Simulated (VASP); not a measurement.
Input for VASP

**INCAR**
```
! general
SYSTEM =SrF2
PREC   =Accurate
ENCUT  =560   ! plane-wave cut-off (eV)
LREAL  =.FALSE.
LASPH  =.TRUE.   ! aspherical one-centre terms

! electronic loop
EDIFF  =1E-09   ! SCF stop (eV)
NELM   =100   ! most electronic steps
ALGO   =Normal   ! blocked Davidson
LMAXMIX=4

! smearing
ISMEAR =0   ! Gaussian
SIGMA  =0.05   ! width (eV)

! functional
GGA    =PE   ! PBE

! ions
IBRION =2   ! conjugate gradients
NSW    =50   ! most ionic steps
ISIF   =3
EDIFFG =-0.005

! output
LWAVE  =.FALSE.
LCHARG =.FALSE.
```

KPOINTS:
```
K-points
0
G
  14 14 14
```

### POSCAR
```
SrF2
1
    0.0000000000     2.8842090000     2.8842090000
    2.8842090000     0.0000000000     2.8842090000
    2.8842090000     2.8842090000     0.0000000000
Sr F
1 2
Direct
  0.0000000000   0.0000000000   0.0000000000
  0.7500000000   0.7500000000   0.7500000000
  0.2500000000   0.2500000000   0.2500000000
```

POTCAR, in this order: Sr_sv F (PBE.64 set). Program: vasp_std.

Problem. Write an equivalent input for Ansatz.

Solution. One equivalent input (not run):
Ansatz 0.2 input:
```yaml
crystal:
  lattice:
    - [0.0000000, 2.8842090, 2.8842090]
    - [2.8842090, 0.0000000, 2.8842090]
    - [2.8842090, 2.8842090, 0.0000000]
  atoms:
    - { symbol: Sr, position: [0.0000000, 0.0000000, 0.0000000] }
    - { symbol: F, position: [0.7500000, 0.7500000, 0.7500000] }
    - { symbol: F, position: [0.2500000, 0.2500000, 0.2500000] }
kpoints:
  mp_grid: { grid: [14, 14, 14] }
hamiltonian:
  xc: pbe
  pseudopotentials: { kind: paw }
scf:
  occupations: { method: gaussian, width: 0.05 }
  max_iter: 100
relax:
  max_steps: 50
  f_tol: 0.005
  cell: {}
output: { forces: true, stress: true, eigenvalues: true }
```
Limits of the translation: each code has its own PAW files, so the cut-off isn't converted (ENCUT is set for VASP's; basis.ecutwfc is left out, and Ansatz then takes the one that its files recommend); Ansatz stops its SCF on the density residual and VASP on the energy change (EDIFF).

The structure comes from a computed database's SrF2 entry; how it stands against other phases isn't given here. This run relaxes it. Symmetry was kept, so distortions that lower it aren't found. The run is one of a series of settings (EDIFF = 1E-09, EDIFFG = -0.005, ENCUT = 560, IBRION = 2, ISIF = 3, NSW = 50, KPOINTS 14×14×14 Γ-centred mesh against the base run), some of them coarse on purpose.
